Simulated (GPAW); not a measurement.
# BaTiO3 (Pm-3m) in GPAW: notebook, part 2 of 2

GPAW 26.7.0. The steps go on from the part before.

### 5 Band structure, PBEsol+U

run.py reads:

```python
from ase import Atoms
from ase.dft.bandgap import bandgap
from ase.io import write
from ase.units import GPa
from gpaw import GPAW, PW, setup_paths

setup_paths.insert(0, '.')

atoms = Atoms(['Ba', 'Ti', 'O', 'O', 'O'],
              cell=[[4.006, 0.0, 0.0],
                    [0.0, 4.006, 0.0],
                    [0.0, 0.0, 4.006]],
              scaled_positions=[[0.5, 0.5, 0.5],
                                [0.0, 0.0, 0.0],
                                [0.0, 0.0, 0.5],
                                [0.0, 0.5, 0.0],
                                [0.5, 0.0, 0.0]],
              pbc=True)

calc = GPAW(mode=PW(800),
            xc='PBEsol',
            kpts={'size': (7, 7, 7), 'gamma': True},
            occupations={'name': 'fermi-dirac', 'width': 0.05},
            setups={'Ti': ':d,2.0'},
            nbands=36,
            convergence={'density': 1e-05, 'energy': 1e-05},
            maxiter=150,
            txt='gpaw.txt')
atoms.calc = calc
energy = atoms.get_potential_energy()
forces = atoms.get_forces()
stress = atoms.get_stress()
calc.write('gs.gpw')
write('result.traj', atoms)
print(f'Energy: {energy:.6f} eV')
print('Forces (eV/A):')
print(forces.round(4))
print('Stress (GPa):', (stress / GPa).round(3))
print('Fermi level:', round(calc.get_fermi_level(), 4), 'eV')
print(f'Gap: {bandgap(calc)[0]:.4f} eV, direct: {bandgap(calc, direct=True)[0]:.4f} eV')

path = atoms.cell.bandpath('GXMGRX,MR', npoints=80, eps=1e-4)
bs_calc = calc.fixed_density(kpts=path, symmetry='off', nbands=53,
                             convergence={'bands': 'CBM+6.0', 'eigenstates': 1e-6}, txt='bands.txt')
bs = bs_calc.band_structure()
bs.write('bs.json')
print(f'Gap on the path: {bandgap(bs_calc)[0]:.4f} eV')
```

Potentials or basis: PAW data sets generated in the run's folder for this functional, pw.

Started as:

```
> gpaw-setup -f PBEsol Ba O Ti
> OMP_NUM_THREADS=1 python run.py
```

gpaw.txt:

```text
__  _  _
 | _ |_)|_||  |
 |__||  | ||/\| - 26.7.0

Input parameters:
  mode=PW(ecut=800.0),
  convergence={'density': 1e-05, 'energy': 1e-05},
  kpts=MonkhorstPack(size=(7, 7, 7), gamma=True),
  maxiter=150,
  nbands=36,
  occupations=Occupations(name='fermi-dirac', width=0.05),
  setups={'Ti': ':d,2.0'},
  xc=XC(name='PBEsol')

Diagonalizing LCAO Hamiltonian
Converting LCAO to pw mode
   .---------.
  /|         |
 * |         |
 | |   Ba    |
 O |         |
 | .---------.
 |/         /
 Ti---O----*

Atoms  # Å, Bohr magnetons
|   | symbol |        x |        y |        z |    initial magnetic moments |
|---|--------|----------|----------|----------|-----------------------------|
| 0 |     Ba | 2.003000 | 2.003000 | 2.003000 | ( 0.0000,  0.0000,  0.0000) |
| 1 |     Ti | 0.000000 | 0.000000 | 0.000000 | ( 0.0000,  0.0000,  0.0000) |
| 2 |      O | 0.000000 | 0.000000 | 2.003000 | ( 0.0000,  0.0000,  0.0000) |
| 3 |      O | 0.000000 | 2.003000 | 0.000000 | ( 0.0000,  0.0000,  0.0000) |
| 4 |      O | 2.003000 | 0.000000 | 0.000000 | ( 0.0000,  0.0000,  0.0000) |

Unit cell  # Å
| periodic |        x |        y |        z |  lengths |    angles |
|----------|----------|----------|----------|----------|-----------|
|      yes | 4.006000 | 0.000000 | 0.000000 | 4.006000 | 90.000000 |
|      yes | 0.000000 | 4.006000 | 0.000000 | 4.006000 | 90.000000 |
|      yes | 0.000000 | 0.000000 | 4.006000 | 4.006000 | 90.000000 |

Number of symmetries: 48
Symmetry operations  # r_c * U_cc + t_c -> r_c
|    | kind |            matrix            |
[... 213 lines left out ...]
|iter:   2| |  -43.982859 | -1.42 | -0.87 |
|iter:   3| |  -40.279168 | -0.87 | -0.94 |
|iter:   4| |  -40.123564 | -2.25 | -1.49 |
|iter:   5| |  -40.102312 | -2.95 | -1.67 |
|iter:   6| |  -40.103418 | -3.80 | -2.03 |
|iter:   7| |  -40.103514 | -4.61 | -2.82 |
|iter:   8| |  -40.103529c| -6.26 | -3.49 |
|iter:   9| |  -40.103530c| -7.40c| -3.98 |
|iter:  10| |  -40.103530c| -7.66c| -4.79 |
|iter:  11| |  -40.103530c| -8.62c| -5.51c|

Converged in 11 steps
Energy contributions relative to reference atoms: (reference = -250490.376484)

Energy contributions:
  Kinetic:          37.069717
  Coulomb:         -41.163049
  Zero:              0.886424
  External:          0.000000
  Xc:              -36.896623
  Entropy:          -0.000000
  Spinorbit:         0.000000
  ----------------------------
  Free energy:     -40.103530
  Extrapolated:    -40.103530

dipole moment: (-35.473551, -35.473551, -35.473551)  # |e|*Ang

Fermi level: 8.530
Eigenvalues  # (at kpt = [0.000, 0.000, 0.000])
| band index |      eig [eV] | occ [0-2] |
|------------|---------------|-----------|
|          0 |       -49.417 |     2.000 |
|        ... |               |           |
|         12 |         5.183 |     2.000 |
|         13 |         5.183 |     2.000 |
|         14 |         6.451 |     2.000 |
|         15 |         6.451 |     2.000 |
|         16 |         6.451 |     2.000 |
|         17 |         7.411 |     2.000 |
[... 8 lines left out ...]
|         26 |        12.510 |     0.000 |
|         27 |        14.731 |     0.000 |
|        ... |               |           |
|         35 |        27.767 |     0.000 |

Gap: 2.054 eV
Transition (v -> c):
  (s=0, k=19, n=19, [0.43, 0.43, 0.43]) -> (s=0, k=0, n=20, [0.00, 0.00, 0.00])
Direct/indirect transitions are different
Direct gap: 2.151 eV
Transition at: (s=0, k=0, n=19, [0.00, 0.00, 0.00])

Forces  # eV/Ang
|        x |        y |        z |
|----------|----------|----------|
| -0.00000 | -0.00000 | -0.00000 |  # Ba   0
|  0.00000 |  0.00000 |  0.00000 |  # Ti   1
| -0.00000 | -0.00000 | -0.00000 |  # O    2
| -0.00000 | -0.00000 |  0.00000 |  # O    3
| -0.00000 |  0.00000 |  0.00000 |  # O    4

Stress tensor  # eV/Ang^3
|         x |         y |        z |
|-----------|-----------|----------|
|  0.014287 | -0.000000 | 0.000000 |
| -0.000000 |  0.014287 | 0.000000 |
|  0.000000 |  0.000000 | 0.014287 |

# Writing to gs.gpw (mode='')
```

stdout:

```text
Energy: -40.103530 eV
Forces (eV/A):
[[-0. -0. -0.]
 [ 0.  0.  0.]
 [-0. -0. -0.]
 [-0. -0.  0.]
 [-0.  0.  0.]]
Stress (GPa): [ 2.289  2.289  2.289  0.     0.    -0.   ]
Fermi level: 8.5301 eV
Gap: 2.0538 eV, direct: 2.1511 eV
Gap on the path: 1.9917 eV
```

Wall time 1.7 min (1 thread of Intel Xeon 6975P-C (Granite Rapids), shared host); peak memory 0.57 GiB.

What came out:

```yaml
Free_energy: -40.1035 eV
Pressure: -2.3 GPa
Band_gap_on_the_k_mesh: 2.05 eV, indirect (least direct gap 2.15 eV)
Band_gap_along_the_path: 1.99 eV, indirect (least direct gap 2.15 eV)
```

Levels at the corners of the path, in eV from the valence-band top:
```csv
point,band 16,band 17,band 18,band 19,band 20,band 21,band 22,band 23,band 24,band 25
Γ,-1.12,-1.12,-0.16,-0.16,-0.16,1.99,1.99,1.99,4.02,4.02
X,-1.96,-1.81,-1.81,-0.75,-0.75,2.17,3.78,3.78,4.03,5.98
M,-2.69,-1.82,-0.88,-0.88,-0.08,3.79,3.79,4.22,4.84,7.76
Γ,-1.12,-1.12,-0.16,-0.16,-0.16,1.99,1.99,1.99,4.02,4.02
R,-2.37,-2.37,0.00,0.00,0.00,4.48,4.48,4.48,6.62,6.62
X,-1.96,-1.81,-1.81,-0.75,-0.75,2.17,3.78,3.78,4.03,5.98
M,-2.69,-1.82,-0.88,-0.88,-0.08,3.79,3.79,4.22,4.84,7.76
R,-2.37,-2.37,0.00,0.00,0.00,4.48,4.48,4.48,6.62,6.62
```

Caveat: spin-orbit coupling is left out, which moves the levels of the heavy elements.

### 6 Band structure, PBEsol+U

run.py, as its differences from that of step 5:

```diff
@@ -23,3 +23,3 @@
             occupations={'name': 'fermi-dirac', 'width': 0.05},
-            setups={'Ti': ':d,2.0'},
+            setups={'Ti': ':d,3.0'},
             nbands=36,
```

Potentials or basis: PAW data sets generated in the run's folder for this functional, pw.

Started as:

```
> gpaw-setup -f PBEsol Ba O Ti
> OMP_NUM_THREADS=1 python run.py
```

gpaw.txt:

```text
__  _  _
 | _ |_)|_||  |
 |__||  | ||/\| - 26.7.0

Input parameters:
  mode=PW(ecut=800.0),
  convergence={'density': 1e-05, 'energy': 1e-05},
  kpts=MonkhorstPack(size=(7, 7, 7), gamma=True),
  maxiter=150,
  nbands=36,
  occupations=Occupations(name='fermi-dirac', width=0.05),
  setups={'Ti': ':d,3.0'},
  xc=XC(name='PBEsol')

Diagonalizing LCAO Hamiltonian
Converting LCAO to pw mode
   .---------.
  /|         |
 * |         |
 | |   Ba    |
 O |         |
 | .---------.
 |/         /
 Ti---O----*

Atoms  # Å, Bohr magnetons
|   | symbol |        x |        y |        z |    initial magnetic moments |
|---|--------|----------|----------|----------|-----------------------------|
| 0 |     Ba | 2.003000 | 2.003000 | 2.003000 | ( 0.0000,  0.0000,  0.0000) |
| 1 |     Ti | 0.000000 | 0.000000 | 0.000000 | ( 0.0000,  0.0000,  0.0000) |
| 2 |      O | 0.000000 | 0.000000 | 2.003000 | ( 0.0000,  0.0000,  0.0000) |
| 3 |      O | 0.000000 | 2.003000 | 0.000000 | ( 0.0000,  0.0000,  0.0000) |
[... 248 lines left out ...]
  Free energy:     -39.440179
  Extrapolated:    -39.440179

dipole moment: (-35.493149, -35.493149, -35.493149)  # |e|*Ang

Fermi level: 8.579
Eigenvalues  # (at kpt = [0.000, 0.000, 0.000])
| band index |      eig [eV] | occ [0-2] |
|------------|---------------|-----------|
|          0 |       -49.718 |     2.000 |
|        ... |               |           |
|         12 |         5.185 |     2.000 |
|         13 |         5.185 |     2.000 |
|         14 |         6.485 |     2.000 |
|         15 |         6.485 |     2.000 |
|         16 |         6.485 |     2.000 |
|         17 |         7.438 |     2.000 |
[... 8 lines left out ...]
|         26 |        12.542 |     0.000 |
|         27 |        14.748 |     0.000 |
|        ... |               |           |
|         35 |        27.101 |     0.000 |

Gap: 2.196 eV
Transition (v -> c):
  (s=0, k=19, n=19, [0.43, 0.43, 0.43]) -> (s=0, k=0, n=20, [0.00, 0.00, 0.00])
Direct/indirect transitions are different
Direct gap: 2.304 eV
Transition at: (s=0, k=0, n=19, [0.00, 0.00, 0.00])

Forces  # eV/Ang
|        x |        y |        z |
|----------|----------|----------|
|  0.00000 |  0.00000 |  0.00000 |  # Ba   0
| -0.00000 | -0.00000 | -0.00000 |  # Ti   1
| -0.00000 | -0.00000 | -0.00000 |  # O    2
| -0.00000 | -0.00000 |  0.00000 |  # O    3
| -0.00000 | -0.00000 | -0.00000 |  # O    4

Stress tensor  # eV/Ang^3
|        x |        y |        z |
|----------|----------|----------|
| 0.011492 | 0.000000 | 0.000000 |
| 0.000000 | 0.011492 | 0.000000 |
| 0.000000 | 0.000000 | 0.011492 |

# Writing to gs.gpw (mode='')
```

stdout:

```text
Energy: -39.440179 eV
Forces (eV/A):
[[ 0.  0.  0.]
 [-0. -0. -0.]
 [-0. -0. -0.]
 [-0. -0.  0.]
 [-0. -0. -0.]]
Stress (GPa): [1.841 1.841 1.841 0.    0.    0.   ]
Fermi level: 8.5789 eV
Gap: 2.1957 eV, direct: 2.3041 eV
Gap on the path: 2.1334 eV
```

bands.txt:

```text
Diagonalizing LCAO Hamiltonian
Converting LCAO to pw mode
convergence criteria:
- Maximum integral of absolute [eigenst]ate change: 1e-06 eV^2 / valence electron
maximum number of iterations: 150

SCF iterations
|iter     | |      energy | eigst |  dens |
[... 87 lines left out ...]
         [0.5       , 0.5       , 0.13636364],
         [0.5       , 0.5       , 0.18181818],
         [0.5       , 0.5       , 0.22727273],
         [0.5       , 0.5       , 0.27272727],
         [0.5       , 0.5       , 0.31818182],
         [0.5       , 0.5       , 0.36363636],
         [0.5       , 0.5       , 0.40909091],
         [0.5       , 0.5       , 0.45454545],
         [0.5       , 0.5       , 0.5       ]])),
  maxiter=150,
  nbands=53,
  occupations=Occupations(name='fermi-dirac', width=0.05),
  setups={'Ti': ':d,3.0'},
  symmetry=Symmetry(point_group=False, time_reversal=False),
  xc=XC(name='PBEsol')
```

It took 1.7 min on 1 thread of Intel Xeon 6975P-C (Granite Rapids), shared host; peak memory 0.57 GiB.

Results:

| Quantity | Value |
| --- | --- |
| Free energy | -39.4402 eV |
| Pressure | -1.8 GPa |
| Band gap on the k mesh | 2.20 eV, indirect (least direct gap 2.30 eV) |
| Band gap along the path | 2.13 eV, indirect (least direct gap 2.30 eV) |

Levels at the corners of the path, in eV from the valence-band top:
| point | band 17 | band 18 | band 19 | band 20 | band 21 | band 22 | band 23 | band 24 |
| --- | --- | --- | --- | --- | --- | --- | --- | --- |
| Γ | -1.12 | -0.17 | -0.17 | -0.17 | 2.13 | 2.13 | 2.13 | 4.05 |
| X | -1.79 | -1.79 | -0.77 | -0.77 | 2.32 | 3.92 | 3.92 | 4.06 |
| M | -1.87 | -0.89 | -0.89 | -0.08 | 3.94 | 3.94 | 4.38 | 4.86 |
| Γ | -1.12 | -0.17 | -0.17 | -0.17 | 2.13 | 2.13 | 2.13 | 4.05 |
| R | -2.35 | 0.00 | 0.00 | 0.00 | 4.64 | 4.64 | 4.64 | 6.60 |
| X | -1.79 | -1.79 | -0.77 | -0.77 | 2.32 | 3.92 | 3.92 | 4.06 |
| M | -1.87 | -0.89 | -0.89 | -0.08 | 3.94 | 3.94 | 4.38 | 4.86 |
| R | -2.35 | 0.00 | 0.00 | 0.00 | 4.64 | 4.64 | 4.64 | 6.60 |

Caveat: spin-orbit coupling is left out, which moves the levels of the heavy elements.

### 7 The runs side by side

```tsv
task	level	potentials or basis	U	k mesh	cutoff (eV)	smearing	response ecut	response k mesh	response bands	kernels	coarser k mesh	gap on the mesh (eV)	pressure (GPa)
dielectric tensor	PBE	GPAW PAW data sets (gpaw-data 1.2.1), pw	-	6 × 6 × 6	600	fermi-dirac 0.001 eV	80 eV	15 × 15 × 15	60	["RPA", "LR0.3", "Bootstrap"]	11 × 11 × 11	1.78	-
band structure	PBEsol	PAW data sets generated in the run's folder for this functional, pw	-	7 × 7 × 7	800	fermi-dirac 0.05 eV	-	-	-	-	-	1.79	-3.1
band structure	PBEsol+U	PAW data sets generated in the run's folder for this functional, pw	Ti d U = 1 eV	7 × 7 × 7	800	fermi-dirac 0.05 eV	-	-	-	-	-	1.92	-2.7
band structure	PBEsol+U	PAW data sets generated in the run's folder for this functional, pw	Ti d U = 2 eV	7 × 7 × 7	800	fermi-dirac 0.05 eV	-	-	-	-	-	2.05	-2.3
band structure	PBEsol+U	PAW data sets generated in the run's folder for this functional, pw	Ti d U = 3 eV	7 × 7 × 7	800	fermi-dirac 0.05 eV	-	-	-	-	-	2.20	-1.8
```

Alike in all rows: no spin polarisation; cell as given.

Caveats: spin-orbit coupling is left out, which moves the levels of the heavy elements; the long-wavelength limit can be off by several per cent where d states take part (some runs); an odd mesh through Γ misses points on the zone boundary, where band edges often lie (some runs).

Absolute energies hang on the potentials; compare differences alone.
